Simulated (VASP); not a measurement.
# Au (P6_3/mmc) in VASP: notebook, part 2 of 2

VASP 6.6.1. Earlier steps stand in the parts before.

## Step 3: Single point, BLYP

This run uses another cell than the first one, of 17.93 Å³/atom, 0.920 times its volume.

Input file INCAR:

```
SYSTEM = Au
PREC     = Accurate       ! precision mode
ENCUT    = 520            ! plane-wave cutoff, eV
EDIFF    = 1E-7           ! SCF threshold, eV
ISMEAR   = -1             ! smearing method
SIGMA    = 0.1            ! smearing width, eV
LREAL    = .False.        ! projectors in reciprocal space
LASPH    = .True.         ! aspherical terms in the spheres
NELM     = 60             ! most SCF steps
ALGO     = Fast           ! electronic algorithm
ISIF     = 2              ! what is computed and relaxed
LWAVE    = .False.        ! write WAVECAR
LCHARG   = .False.        ! write CHGCAR
GGA      = B5             ! functional
ALDAX    = 1.0          
AGGAX    = 1.0          
AGGAC    = 1.0          
ALDAC    = 0.0          
NBANDS   = 18             ! bands
```

Input file KPOINTS:

```
Automatic mesh
0
Gamma
  14 14 7
  0 0 0
```

Input file POSCAR:

```
Au
1.0
    2.8980818220      0.0000000000      0.0000000000
   -1.4490409110      2.5098124801      0.0000000000
    0.0000000000      0.0000000000      4.9295885987
Au
2
Direct
    0.3333333333      0.6666666667      0.2500000000
    0.6666666667      0.3333333333      0.7500000000
```

Potentials or basis: VASP PAW PBE potentials, release 64 (Au).

The run is started by

```
> cat potpaw_PBE.64/Au/POTCAR > POTCAR
> mpirun -np 1 vasp_std > vasp.out
```

OUTCAR:

```text
SYSTEM = Au
   PREC = Accurate
   ENCUT = 520
   EDIFF = 1E-7
   ISMEAR = -1
   LREAL = .False.
   LASPH = .True.
   NELM = 60
   ISIF = 2
   GGA = B5

 ion  position               nearest neighbor table
   1  0.333  0.667  0.250-   2 2.98   2 2.98   2 2.98   2 2.98   2 2.98   2 2.98
   2  0.667  0.333  0.750-   1 2.98   1 2.98   1 2.98   1 2.98   1 2.98   1 2.98

  LATTYP: Found a hexagonal cell.
 ALAT       =     2.8980818220
 C/A-ratio  =     1.7009832370

  Lattice vectors:

 A1 = (   2.8980818220,   0.0000000000,   0.0000000000)
 A2 = (  -1.4490409110,   2.5098124801,   0.0000000000)
 A3 = (   0.0000000000,   0.0000000000,   4.9295885987)

Analysis of symmetry for initial positions (statically):
=====================================================================
 Subroutine PRICEL returns:
 Original cell was already a primitive cell.

 Routine SETGRP: Setting up the symmetry group for a
 hexagonal supercell.

 Subroutine GETGRP returns: Found 24 space group operations
 (whereof 12 operations were pure point group operations)
 out of a pool of 24 trial point group operations.

The static configuration has the point symmetry D_3d.
 The point group associated with its full space group is D_6h.

Analysis of symmetry for dynamics (positions and initial velocities):
=====================================================================
 Subroutine PRICEL returns:
 Original cell was already a primitive cell.

 Routine SETGRP: Setting up the symmetry group for a
 hexagonal supercell.

 Subroutine GETGRP returns: Found 24 space group operations
 (whereof 12 operations were pure point group operations)
 out of a pool of 24 trial point group operations.

The dynamic configuration has the point symmetry D_3d.
 The point group associated with its full space group is D_6h.
[... 107 lines left out ...]
   POTIM  = 0.5000    time-step for ionic-motion
   TEBEG  =    0.0;   TEEND  =   0.0 temperature during run
   PSTRESS=    0.0 pullay stress
   NELECT =      22.0000    total number of electrons
   NUPDOWN=      -1.0000    fix difference up-down
   EMIN   =  10.00;   EMAX   =-10.00  energy-range for DOS
   EFERMI =   0.00;   METHOD = LEGACY
   ISMEAR =    -1;   SIGMA  =   0.10  broadening in eV -4-tet -1-fermi 0-gaus
   EFERMI_NEDOS =   21; number of points for ismear=-14 and -15
   IALGO  =     68    algorithm
   IMIX   =      4    mixing-type and parameters
     AMIX     =   0.40;   BMIX     =  1.00
     AMIX_MAG =   1.60;   BMIX_MAG =  1.00
  volume/ion in A,a.u.               =      17.93       120.98
  Fermi-wavevector in a.u.,A,eV,Ry     =   1.391110  2.628817 26.329825  1.935188
  Thomas-Fermi vector in A             =   2.514981
   LORBIT       =      0    0 simple, 1 ext, 2 COOP (PROOUT), +10 PAW based schemes
   GGA     = B5    functional components
   LHFCALC =     F    Hartree Fock is set to
   AEXX    =    0.0000 exact exchange contribution
   IVDW    =     0    specifies the selected vdW correction
   LEPSILON=     F    determine dielectric tensor
   LRPA    =     F    only Hartree local field effects (RPA)
 non-spin polarized calculation
 RMM-DIIS sequential band-by-band and
  energy-cutoff  :      520.00
  volume of cell :       35.86
 maximum number of plane-waves:       984
 NGX is ok and might be reduce to    24
   NGX = 11   NGY = 11   NGZ = 19

 number of electron      22.0000002 magnetization

 Free energy of the ion-electron system (eV)
  ---------------------------------------------------
  ext. energy  EPLUGINS =         0.00000000
  ---------------------------------------------------
  free energy    TOTEN  =        -4.79134353 eV

  energy without entropy =       -4.76378832  energy(sigma->0) =       -4.77756593

 E-fermi :   9.2856     XC(G=0): -11.7721

 val. band max:        9.2650650175   @ k =   0.3571   0.0714   0.4286
 cond. band min:       9.3233901306   @ k =   0.4286   0.0714   0.1429
 fundamental gap:      0.0583251131
 Fermi energy:         9.2855594607

 k-point     1 :       0.0000    0.0000    0.0000
  band No.  band energies     occupation
      1      -0.0287      2.00000
      2       2.2279      2.00000
      3       4.5148      2.00000
      4       4.8391      2.00000
      5       4.8391      2.00000
      6       5.1060      2.00000
[... 481 lines left out ...]
      5       4.6943      2.00000
      6       4.8109      2.00000
[... 10 lines left out ...]
     17      20.0312      0.00000
     18      20.3047      0.00000

 [... further k-points ...]
[... 5 lines left out ...]
  --------------------------------------------------------------------------------------
  -------------------------------------------------------------------------------------
  Total        2.7577209      2.7577209      2.4252401      0.0000000      0.0000000      0.0000000
  in kB      123.2248504    123.2248504    108.3684151      0.0000000      0.0000000      0.0000000
  external PRESSURE =     118.2727053 kB  Pullay stress =       0.0000000 kB

 VOLUME and BASIS-vectors are now :
 -----------------------------------------------------------------------------
  energy-cutoff  :      520.00
  volume of cell :       35.86
      direct lattice vectors                 reciprocal lattice vectors
     2.898081822  0.000000000  0.000000000     0.345055820  0.199218071  0.000000000
    -1.449040911  2.509812480  0.000000000     0.000000000  0.398436141  0.000000000
     0.000000000  0.000000000  4.929588599     0.000000000  0.000000000  0.202856685

 POSITION                                       TOTAL-FORCE (eV/Angst)
 -----------------------------------------------------------------------------------
     -0.00000      1.67321      1.23240        -0.000000      0.000000      0.000000
      1.44904      0.83660      3.69719         0.000000     -0.000000      0.000000
 -----------------------------------------------------------------------------------
    total drift:                               -0.000000      0.000000     -0.000000

  FREE ENERGIE OF THE ION-ELECTRON SYSTEM (eV)
  ---------------------------------------------------
  free  energy   TOTEN  =        -4.7913435326 eV

  energy  without entropy=       -4.7637883209  energy(sigma->0) =       -4.77756593
```

OSZICAR:

```text
N       E                     dE             d eps       ncg     rms          rms(c)
DAV:   1     0.125724328799E+03    0.12572E+03   -0.11665E+04  3464   0.118E+03
DAV:   2    -0.316463701923E+01   -0.12889E+03   -0.12268E+03  3686   0.259E+02
DAV:   3    -0.535744993659E+01   -0.21928E+01   -0.21779E+01  4100   0.338E+01
DAV:   4    -0.536748796696E+01   -0.10038E-01   -0.10037E-01  3840   0.242E+00
DAV:   5    -0.536758884058E+01   -0.10087E-03   -0.10087E-03  3890   0.260E-01    0.110E+01
RMM:   6    -0.482577059759E+01    0.54182E+00   -0.10053E+00  3458   0.742E+00    0.679E+00
RMM:   7    -0.479556411584E+01    0.30206E-01   -0.10439E-01  3561   0.259E+00    0.314E+00
RMM:   8    -0.479140065878E+01    0.41635E-02   -0.12155E-02  3606   0.882E-01    0.447E-01
RMM:   9    -0.479133872350E+01    0.61935E-04   -0.11247E-03  3809   0.255E-01    0.173E-01
RMM:  10    -0.479134878813E+01   -0.10065E-04   -0.17336E-04  3805   0.922E-02    0.139E-01
RMM:  11    -0.479134311999E+01    0.56681E-05   -0.35205E-05  3763   0.399E-02    0.175E-02
RMM:  12    -0.479134345759E+01   -0.33760E-06   -0.48926E-06  3834   0.145E-02    0.123E-02
RMM:  13    -0.479134332802E+01    0.12957E-06   -0.12092E-06  3351   0.668E-03    0.389E-03
RMM:  14    -0.479134350428E+01   -0.17626E-06   -0.19449E-07  2654   0.254E-03    0.109E-03
RMM:  15    -0.479134353262E+01   -0.28334E-07   -0.51425E-08  2122   0.144E-03
   1 F= -.47913435E+01 E0= -.47775659E+01  d E =-.275552E-01
```

Wall time 49 s (1 thread of AMD EPYC 9R45 (Zen 5), shared host); peak memory 0.16 GiB.

What came out:

```yaml
Free_energy: -4.7913 eV
Pressure: 11.8 GPa
Band_gap_on_the_k_mesh: none (metal or under the smearing width)
```

Stress tensor (GPa, compression positive):
```
12.32  0.00  0.00
 0.00 12.32  0.00
 0.00  0.00 10.84
```

Levels at points of the mesh, in eV from the Fermi level:
```tsv
k point	band 7	band 8	band 9	band 10	band 11	band 12	band 13	band 14	band 15	band 16
(0.00, 0.00, 0.00)	-4.18	-3.46	-3.46	-2.25	-2.25	-0.85	2.18	14.94	15.57	16.88
(0.50, 0.00, 0.00)	-3.48	-2.07	-1.91	-1.76	0.42	1.48	5.52	6.82	7.10	10.33
```

Caveat: the PAW data sets were made with another functional, which shifts forces and pressure a little.

## Step 4: Single point, BLYP

This run uses another cell than the first one, of 17.15 Å³/atom, 0.880 times its volume.

Input file INCAR:

```
AGGAC = 1.0
AGGAX = 1.0
ALDAC = 0.0
ALDAX = 1.0
ALGO = Fast
EDIFF = 1E-7
ENCUT = 520
GGA = B5
ISIF = 2
ISMEAR = -1
LASPH = T
LCHARG = F
LREAL = F
LWAVE = F
NBANDS = 18
NELM = 60
PREC = Accurate
SIGMA = 0.1
```

Input file KPOINTS:

```
k-points
0
Gamma
  14 14 7
```

Input file POSCAR:

```
Au
1.0
    2.8554567799      0.0000000000      0.0000000000
   -1.4277283899      2.4728981108      0.0000000000
    0.0000000000      0.0000000000      4.8570841166
Au
2
Direct
    0.3333333333      0.6666666667      0.2500000000
    0.6666666667      0.3333333333      0.7500000000
```

The run is started by

```
> cat potpaw_PBE.64/Au/POTCAR > POTCAR
> mpirun -np 1 vasp_std > vasp.out
```

Wall time 44 s (1 thread of AMD EPYC 9R45 (Zen 5), shared host); peak memory 0.15 GiB.

Results (log left out):

```
Free energy            : -4.6365 eV
Pressure               : 20.2 GPa
Band gap on the k mesh : none (metal or under the smearing width)
```

Stress tensor (GPa, compression positive):
```
20.92  0.00  0.00
 0.00 20.92  0.00
 0.00  0.00 18.69
```

Levels at points of the mesh, in eV from the Fermi level:
```tsv
k point	band 8	band 9	band 10	band 11	band 12	band 13	band 14	band 15
(0.00, 0.00, 0.00)	-3.61	-3.61	-2.31	-2.31	-1.07	2.38	14.91	15.61
(0.50, 0.00, 0.00)	-2.11	-1.94	-1.77	0.41	1.59	5.64	7.14	7.24
```

Caveat: so large a pressure means that the cell lies far from this level's equilibrium, or that cutoff or potentials fall short; the potentials were made for another functional, which shifts forces and pressure. Spin-orbit coupling is left out, which matters for the levels of Au.

## Step 5: Single point, BLYP

This run uses another cell than the first one, of 21.83 Å³/atom, 1.120 times its volume.

Input file INCAR:

```
PREC = Accurate
ENCUT = 520
EDIFF = 1E-7
ISMEAR = -1
SIGMA = 0.1
LREAL = False
LASPH = True
NELM = 80
ALGO = Normal
ISIF = 2
LWAVE = False
LCHARG = False
GGA = B5
ALDAX = 1.0
AGGAX = 1.0
AGGAC = 1.0
ALDAC = 0.0
NBANDS = 18
```

Input file KPOINTS:

```
regular mesh
0
Gamma
  14 14 7
```

Input file POSCAR:

```
Au
1.0
    3.0944778229      0.0000000000      0.0000000000
   -1.5472389114      2.6798964061      0.0000000000
    0.0000000000      0.0000000000      5.2636549039
Au
2
Direct
    0.3333333333      0.6666666667      0.2500000000
    0.6666666667      0.3333333333      0.7500000000
```

The run is started by

```
> cat potpaw_PBE.64/Au/POTCAR > POTCAR
> mpirun -np 1 vasp_std > vasp.out
```

It took 35 s on 1 thread of AMD EPYC 9R45 (Zen 5), shared host; peak memory 0.17 GiB.

Results (log left out):

```yaml
Free_energy: -4.7848 eV
Pressure: -7.8 GPa
Band_gap_on_the_k_mesh: none (metal or under the smearing width)
```

Stress tensor (GPa, compression positive):
```
-8.03  0.00  0.00
 0.00 -8.03  0.00
 0.00  0.00 -7.48
```

Levels at points of the mesh, in eV from the Fermi level:
```tsv
k point	band 7	band 8	band 9	band 10	band 11	band 12	band 13	band 14	band 15	band 16
(0.00, 0.00, 0.00)	-3.39	-2.88	-2.88	-2.03	-2.03	0.04	1.43	14.88	15.14	16.12
(0.50, 0.00, 0.00)	-2.73	-1.91	-1.79	-1.69	0.50	1.06	5.07	5.54	6.54	9.69
```

Caveat: the PAW data sets were made with another functional, which shifts forces and pressure a little.

## Step 6: Overview

```tsv
cell	k mesh	gap on the mesh (eV)	pressure (GPa)
P6_3/mmc, 19.49 Å³/atom	20 × 20 × 10	none	0.5
P6_3/mmc, 17.93 Å³/atom	14 × 14 × 7	none	11.8
P6_3/mmc, 17.15 Å³/atom	14 × 14 × 7	none	20.2
P6_3/mmc, 21.83 Å³/atom	14 × 14 × 7	none	-7.8
```

Alike in all rows: task single point; level BLYP; potentials or basis VASP PAW PBE potentials, release 64 (Au); no spin polarisation; cutoff (eV) 520; smearing fermi-dirac 0.1 eV.

Every run on the cell as given and a fine mesh finds a metal.

Caveats: the PAW data sets were made with another functional, which shifts forces and pressure a little (some runs); so large a pressure means that the cell lies far from this level's equilibrium, or that cutoff or potentials fall short (some runs); the potentials were made for another functional, which shifts forces and pressure (some runs).

Absolute energies hang on the potentials; compare differences alone.
